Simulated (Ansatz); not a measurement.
# HfC (Fm-3m) in Ansatz: further runs

The runs below take HfC through single point, relaxation of cell and atoms, with PBE, PBEsol, RPBE, revPBE.

Everything below comes from runs of Ansatz 0.2.0. Logs are shortened: lines on timing, memory, paths and dates and some standing lists are left out, and cuts for length are marked.

### 1 The structure

The structure is cubic, space group Fm-3m (No. 225). The conventional cell has a = 4.650 Å, b = 4.650 Å, c = 4.650 Å, α = 90.00°, β = 90.00°, γ = 90.00°. Hf (site symmetry m-3m) has 6 C at 2.33 Å as nearest neighbours. C (site symmetry m-3m) has 6 Hf at 2.33 Å as nearest neighbours.

### 2 Single point, PBE

The input, input.yaml:

```yaml
crystal:
  lattice:
    - [0.0, 2.325, 2.325]
    - [2.325, 0.0, 2.325]
    - [2.325, 2.325, 0.0]
  atoms:
    - { symbol: Hf, position: [0.5, 0.5, 0.5] }
    - { symbol: C, position: [0.0, 0.0, 0.0] }
kpoints:
  mp_grid: { grid: [10, 10, 10] }
scf:
  occupations: { method: gaussian, width: 0.029 }
hamiltonian:
  xc: pbe
  pseudopotentials: { kind: all_electron, lapw: { basis_error: 0.001 } }
output:
  forces: true
  stress: true
  eigenvalues: true
```

Potentials or basis: all-electron LAPW, scalar-relativistic.

Started as:

```sh
$ ansatz run input.yaml --threads 1 --pin off --max-ram 3072MiB --backend cpu --events-out ev --progress --plain --runs-dir out
```

Standard output:

```text
Warning: RAYON_NUM_THREADS=1 ignored (pool sized by the plan → 1); use --threads N
LAPW: plane waves up to 8.912 Å⁻¹, error target 1.0e-3 eV per atom; small_component_spin mean_spin; C in spheres of 0.956 Å, 6 of its electrons in bands, Dirac shells []; Hf in spheres of 1.369 Å, 42 of its electrons in bands, Dirac shells [] (how accurate: hamiltonian.pseudopotentials.lapw.basis_error, Limitations)
Engine: ansatz 0.2.0, aarch64-unknown-linux-gnu
Pseudopotentials: kind: all_electron
Pseudopotential: Hf, LAPW, valence charge 42, lapw/all_electron/scalar/gaussian/Hf, Koelling and Harmon's equation, gaussian nucleus
Pseudopotential: C, LAPW, valence charge 6, lapw/all_electron/scalar/gaussian/C, Koelling and Harmon's equation, gaussian nucleus
Functional definition: PBE
  parameter kappa = 0.804
  parameter beta = 0.06672455060314922
  exchange = pbe_x(kappa = kappa, mu = beta*pi^2/3)
  correlation = pbe_c(beta = beta)
Crystal: 2 atoms, lattice volume = 25.136 Å³
Basis set: ecut = 302.62955826816193 eV, 307 PW (Γ), exchange–correlation at level 2
Bands: 29, of which v1, the nominal top of the filled ones, is band 24 counted from 1 (23 counted from 0)
Symmetry: 48 space group operations
Space group: Fm-3m (ITA 225), of the structure as read, at distance tolerance 2.9e-5 Å
k-points: 47 of 1000
Non-local potential: Hf, projectors of the file, none
Non-local potential: C, projectors of the file, none
Initial density: superposition of atomic densities (chi_scale 0.1, normalization cell, long waves kept (reshape's long-wave potential 0.00 eV rms))
Initial wavefunctions: plane waves of lowest kinetic energy (no species holds an atomic orbital)
Functional: x = pbe(κ = 0.804, μ = 0.2195149727645171), c = pbe(β = 0.06672455060314922)
iter 1 solved again at ethr=1.24e-2 eV; its pass at ethr=1.00e-1 eV (dr2=5.93e0 eV) is discarded
SCF iter   1: F=—  HF=-411290.935676 eV  |F-HF|=—  |Δ(HF+E_count)|=         —  Δρ=1.29e-1  dr2=5.93e0  ethr=1.24e-2  ⟨swp⟩=2.0  Hψ=8133  notcnv=0
preconditioner: auto → Kerker (q_TF=auto, 3.039 Å⁻¹)  [metal: Δε(μ)=0.022 eV  Ē_g=18.105 eV  σ=0.029 eV  W_gap=0.39  n_scr=14 (ndim 8)  ℏωp=39.2 eV  f_vac=0.000  D(μ)=0.56/eV (n_scr^D=0)]
iter 2 solved again at ethr=5.75e-4 eV; its pass at ethr=1.24e-2 eV (dr2=2.76e-1 eV) is discarded
SCF iter   2: F=—  HF=-411288.972781 eV  |F-HF|=—  |Δ(HF+E_count)|=    1.96e0  Δρ=2.98e-2  dr2=2.76e-1  ethr=5.75e-4  ⟨swp⟩=2.0  Hψ=6953  notcnv=0
SCF iter   3: F=—  HF=-411288.972232 eV  |F-HF|=—  |Δ(HF+E_count)|=         —  Δρ=2.86e-2  dr2=2.99e-1  ethr=5.74e-4  ⟨swp⟩=2.0  Hψ=4327  notcnv=0
the basis was enlarged: its passes take 332.7 KiB over the memory plan, 1 of 1 planned eigensolver slots
SCF iter   4: F=—  HF=-411288.988854 eV  |F-HF|=—  |Δ(HF+E_count)|=   1.66e-2  Δρ=1.66e-2  dr2=1.03e-1  ethr=5.74e-4  ⟨swp⟩=2.0  Hψ=3926  notcnv=0
SCF iter   5: F=—  HF=-411288.942388 eV  |F-HF|=—  |Δ(HF+E_count)|=   4.65e-2  Δρ=3.64e-3  dr2=3.79e-3  ethr=2.15e-4  ⟨swp⟩=2.4  Hψ=4105  notcnv=0
SCF iter   6: F=—  HF=-411288.941669 eV  |F-HF|=—  |Δ(HF+E_count)|=   7.20e-4  Δρ=1.56e-3  dr2=9.61e-4  ethr=7.90e-6  ⟨swp⟩=2.0  Hψ=4076  notcnv=0
SCF iter   7: F=—  HF=-411288.941537 eV  |F-HF|=—  |Δ(HF+E_count)|=   1.32e-4  Δρ=4.84e-4  dr2=7.68e-5  ethr=2.00e-6  ⟨swp⟩=2.0  Hψ=4072  notcnv=0
SCF iter   8: F=—  HF=-411288.941540 eV  |F-HF|=—  |Δ(HF+E_count)|=   3.30e-6  Δρ=1.46e-4  dr2=6.77e-6  ethr=1.60e-7  ⟨swp⟩=2.0  Hψ=4072  notcnv=0
SCF iter   9: F=—  HF=-411288.941537 eV  |F-HF|=—  |Δ(HF+E_count)|=   2.36e-6  Δρ=5.11e-5  dr2=7.45e-7  ethr=1.41e-8  ⟨swp⟩=2.4  Hψ=4130  notcnv=0
SCF iter  10: F=-411288.941537 eV  HF=-411288.941537 eV  |F-HF|=2.94e-8  |Δ(HF+E_count)|=   1.15e-8  Δρ=1.36e-5  dr2=4.97e-8  ethr=1.55e-9  ⟨swp⟩=2.4  Hψ=4130  notcnv=0
SCF 1 converged in 10 iterations: F = -411288.941537 eV  dr2 = 4.97e-8
SCF converged after 10 iterations
Free energy (F): -411288.941537 eV
Harris-Foulkes:  -411288.941537 eV  (|F-HF|=2.94e-8)
Internal energy: -411288.941289 eV  (E = F + TS)
E sigma→0 (E₀):  -411288.941413 eV
Entropy (-TS):   -0.000249 eV (-0.124 meV/atom)
Fermi energy:    20.521532 eV
--- Per-component energies (eV) ---
  E_band       = -4279.386073
  E_kinetic    = 457513.862053
  E_xc         = -8563.359056
  E_electrostatic = -860239.444286  (all electrons and nuclei)
  E_smearing   = -0.000249  (= −TS)
  E_closure    = 0.000000  (closes the sum)
  E_atoms      = -411270.553854  (free atoms, spherical and without spin; not in F)
  Σ components = -411288.941537   (vs F -411288.941537, Δ=0.00e0)
  Basis errors (estimates in eV, not in F): energy 3.6e-4 per atom: plane waves 3.2e-4 (1.8e-4 summed), levels above the bands 0.0e0, relativity 4.4e-8, radial functions 4.3e-5, core shells 1.1e-7; eigenvalues (radial functions only) 4.0e-6; not estimated: angular momenta, meshes, grids; target (lapw.basis_error) 1.0e-3; muffin-tin radii C 0.956 Å, Hf 1.369 Å
--- Forces (eV/Å), atoms counted from 1 ---
  atom   1  Hf     0.00000000     0.00000000     0.00000000
  atom   2  C     -0.00000000    -0.00000000    -0.00000000
  max |Σ_I F_I| component: 7.23e-31 eV/Å
--- Stress (GPa, compression-positive) ---
        0.259829      -0.000000       0.000000
       -0.000000       0.259829       0.000000
        0.000000       0.000000       0.259829
  P = ⅓ Tr σ = 0.2598 GPa (2.598 kbar)
--- Band table (eV; the first three rows and the last of 47) ---
  k-point 0: bands = ["-352.1776", "-352.1776", "-352.1776", "-244.0632", "-180.0498", "-180.0498", "-180.0498", "-180.0321", "-180.0321", "-40.6484", "-9.1008", "-9.1008", "-9.1008", "8.1497", "9.3854", "9.3941", "9.3941", "9.3941", "9.4747", "9.4747", "9.4747", "21.5267", "21.5267", "21.5267", "21.8414", "21.8414", "21.8414", "23.8410", "23.8410"]
  k-point 1: bands = ["-352.1776", "-352.1776", "-352.1776", "-244.0632", "-180.0498", "-180.0498", "-180.0498", "-180.0321", "-180.0321", "-40.6445", "-9.1696", "-9.1075", "-9.1075", "8.3902", "9.3890", "9.3998", "9.3998", "9.4012", "9.4693", "9.4693", "9.4749", "20.1316", "20.5150", "20.5150", "22.2570", "22.2570", "22.6411", "24.9492", "24.9492"]
  k-point 2: bands = ["-352.1776", "-352.1776", "-352.1776", "-244.0632", "-180.0498", "-180.0498", "-180.0498", "-180.0321", "-180.0321", "-40.6344", "-9.3451", "-9.1248", "-9.1248", "8.9995", "9.3991", "9.4151", "9.4151", "9.4560", "9.4560", "9.4755", "9.4861", "18.3508", "19.2601", "19.2601", "23.0001", "23.0001", "23.1859", "26.9314", "26.9314"]
  k-point 46: bands = ["-352.1776", "-352.1776", "-352.1776", "-244.0632", "-180.0498", "-180.0498", "-180.0498", "-180.0321", "-180.0321", "-40.5946", "-9.5716", "-9.4600", "-9.3445", "9.3791", "9.4182", "9.4226", "9.4226", "9.4436", "9.4499", "9.4500", "10.7754", "17.7263", "17.7271", "17.8351", "23.1367", "25.1225", "27.2005", "27.4072", "28.8022"]
```

It took 11 s on 1 thread of Arm Neoverse V2, shared host; peak memory 0.32 GiB.

Results:

```yaml
Free_energy: -411288.9415 eV
Pressure: 0.3 GPa
Band_gap_on_the_k_mesh: none (metal or under the smearing width)
```

### 3 Single point, PBEsol

input.yaml, as its differences from that of step 2:

```diff
@@ -11,5 +11,5 @@
 scf:
-  occupations: { method: gaussian, width: 0.029 }
+  occupations: { method: gaussian, width: 0.1 }
 hamiltonian:
-  xc: pbe
+  xc: pbesol
   pseudopotentials: { kind: all_electron, lapw: { basis_error: 0.001 } }
```

Potentials or basis: all-electron LAPW, scalar-relativistic.

Started as:

```sh
$ ansatz run input.yaml --threads 1 --pin off --max-ram 3072MiB --backend cpu --events-out ev --progress --plain --runs-dir out
```

Wall time 10 s (1 thread of Arm Neoverse V2, shared host); peak memory 0.32 GiB.

Results (log left out):

```yaml
Free_energy: -411161.5224 eV
Pressure: -6.5 GPa
Band_gap_on_the_k_mesh: none (metal or under the smearing width)
```

Levels at points of the mesh, in eV from the Fermi level:
| k point | band 22 | band 23 | band 24 | band 25 | band 26 | band 27 |
| --- | --- | --- | --- | --- | --- | --- |
| (0.00, 0.00, 0.00) | 1.02 | 1.02 | 1.02 | 1.26 | 1.26 | 1.26 |
| (0.00, 0.00, -0.50) | -6.25 | -3.07 | -3.07 | 5.21 | 5.21 | 5.67 |
| (0.00, -0.50, -0.50) | -2.67 | -1.90 | -0.11 | -0.11 | 5.21 | 6.64 |

Spin-orbit coupling is left out, which matters for the levels of Hf.

### 4 Single point, PBE

input.yaml, as its differences from that of step 3:

```diff
@@ -11,5 +11,5 @@
 scf:
-  occupations: { method: gaussian, width: 0.1 }
+  occupations: { method: gaussian, width: 0.022 }
 hamiltonian:
-  xc: pbesol
+  xc: pbe
   pseudopotentials: { kind: all_electron, lapw: { basis_error: 0.001 } }
```

Potentials or basis: all-electron LAPW, scalar-relativistic.

Started as:

```sh
$ ansatz run input.yaml --threads 1 --pin off --max-ram 3072MiB --backend cpu --events-out ev --progress --plain --runs-dir out
```

Standard output:

```text
Warning: RAYON_NUM_THREADS=1 ignored (pool sized by the plan → 1); use --threads N
LAPW: plane waves up to 8.912 Å⁻¹, error target 1.0e-3 eV per atom; small_component_spin mean_spin; C in spheres of 0.956 Å, 6 of its electrons in bands, Dirac shells []; Hf in spheres of 1.369 Å, 42 of its electrons in bands, Dirac shells [] (how accurate: hamiltonian.pseudopotentials.lapw.basis_error, Limitations)
[... 2 set-up lines as earlier in the session ...]
[... 50 lines left out ...]
  atom   2  C     -0.00000000     0.00000000    -0.00000000
  max |Σ_I F_I| component: 1.05e-30 eV/Å
--- Stress (GPa, compression-positive) ---
        0.258529      -0.000000       0.000000
       -0.000000       0.258529      -0.000000
        0.000000      -0.000000       0.258529
  P = ⅓ Tr σ = 0.2585 GPa (2.585 kbar)
--- Band table (eV; the first three rows and the last of 47) ---
  k-point 0: bands = ["-352.1775", "-352.1775", "-352.1775", "-244.0635", "-180.0496", "-180.0496", "-180.0496", "-180.0320", "-180.0320", "-40.6483", "-9.1008", "-9.1008", "-9.1008", "8.1496", "9.3855", "9.3942", "9.3942", "9.3942", "9.4748", "9.4748", "9.4748", "21.5266", "21.5266", "21.5266", "21.8414", "21.8414", "21.8414", "23.8410", "23.8410"]
  k-point 1: bands = ["-352.1775", "-352.1775", "-352.1775", "-244.0635", "-180.0496", "-180.0496", "-180.0496", "-180.0320", "-180.0320", "-40.6445", "-9.1696", "-9.1074", "-9.1074", "8.3902", "9.3891", "9.3999", "9.3999", "9.4013", "9.4694", "9.4694", "9.4750", "20.1315", "20.5149", "20.5149", "22.2570", "22.2570", "22.6410", "24.9492", "24.9492"]
  k-point 2: bands = ["-352.1775", "-352.1775", "-352.1775", "-244.0635", "-180.0496", "-180.0496", "-180.0496", "-180.0320", "-180.0320", "-40.6344", "-9.3451", "-9.1247", "-9.1247", "8.9994", "9.3992", "9.4152", "9.4152", "9.4561", "9.4561", "9.4756", "9.4862", "18.3508", "19.2600", "19.2600", "23.0001", "23.0001", "23.1859", "26.9314", "26.9314"]
  k-point 46: bands = ["-352.1775", "-352.1775", "-352.1775", "-244.0635", "-180.0496", "-180.0496", "-180.0496", "-180.0320", "-180.0320", "-40.5945", "-9.5716", "-9.4600", "-9.3445", "9.3792", "9.4182", "9.4227", "9.4227", "9.4436", "9.4500", "9.4501", "10.7753", "17.7262", "17.7271", "17.8351", "23.1367", "25.1225", "27.2006", "27.4072", "28.8022"]
```

It took 10 s on 1 thread of Arm Neoverse V2, shared host; peak memory 0.32 GiB.

Results:

* Free energy: -411288.9415 eV
* Pressure: 0.3 GPa
* Band gap on the k mesh: none (metal or under the smearing width)

Levels at points of the mesh, in eV from the Fermi level:
| k point | band 21 | band 22 | band 23 | band 24 | band 25 | band 26 | band 27 | band 28 |
| --- | --- | --- | --- | --- | --- | --- | --- | --- |
| (0.00, 0.00, 0.00) | -11.05 | 1.01 | 1.01 | 1.01 | 1.32 | 1.32 | 1.32 | 3.32 |
| (0.00, 0.00, -0.50) | -8.49 | -6.20 | -3.06 | -3.06 | 5.24 | 5.24 | 5.70 | 6.52 |
| (0.00, -0.50, -0.50) | -10.49 | -2.66 | -1.84 | -0.12 | -0.12 | 5.24 | 6.67 | 6.67 |

The run has no spin-orbit coupling, so splittings on Hf are missing.

(Continued in part 2 of 2.)
